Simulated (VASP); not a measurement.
Input of a VASP 6.6.1 run:

INCAR

```
SYSTEM = CuO
PREC = Accurate
ENCUT = 520
EDIFF = 1E-7
ISMEAR = -1
SIGMA = 0.05
LREAL = .FALSE.
LASPH = .TRUE.
NELM = 100
ALGO = Normal
ISIF = 2
LWAVE = .FALSE.
LCHARG = .FALSE.
GGA = PE
NBANDS = 44
```

File KPOINTS:

```
Automatic mesh
0
G
  9 5 5
  0 0 0
```

POSCAR

```
CuO
1.0
    2.3418500000     -1.7113000000      0.0000000000
   -1.4918200000     -1.7113000000     -5.0578700000
    2.3418500000      5.1339000000      0.0000000000
Cu O
4 4
Direct
    0.3239740000      0.9521010000      0.2873790000
    0.6627940000      0.0488940000      0.7137970000
    0.3312190000      0.5237560000      0.6808910000
    0.6743080000      0.4839230000      0.3201460000
    0.4256360000      0.7032840000      0.0073640000
    0.4345390000      0.7828720000      0.6535240000
    0.2188430000      0.3491790000      0.0765370000
    0.9438840000      0.1398660000      0.2540760000
```

Potentials or basis: VASP PAW PBE potentials, release 64 (Cu, O).

Run with:

```sh
$ cat potpaw_PBE.64/Cu/POTCAR potpaw_PBE.64/O/POTCAR > POTCAR
$ mpirun -np 1 vasp_std > vasp.out
```

Problem. What does it give for the pressure?

Solution. 58.4 GPa.

Problem. Predict the band gap on the k mesh.

Solution. None (metal or under the smearing width).

Problem. What does it give for the largest force?

Solution. 15.055 eV/Å.

Forces in eV/Å, atoms in the order of the input:
```
Cu    4.539  -0.742   3.167
Cu    4.094  -3.917 -13.948
Cu    0.665   3.864  10.909
Cu    5.124  -0.373  -2.515
O     2.093   2.318   0.805
O    -4.739  -1.541   3.436
O    -6.646  -1.527   2.748
O    -5.129   1.918  -4.601
```

Caveat: the run has no spin polarisation, though such a crystal can be magnetic; semilocal functionals often make such compounds metallic where correlation or magnetic order opens a gap, which also shifts bond lengths.
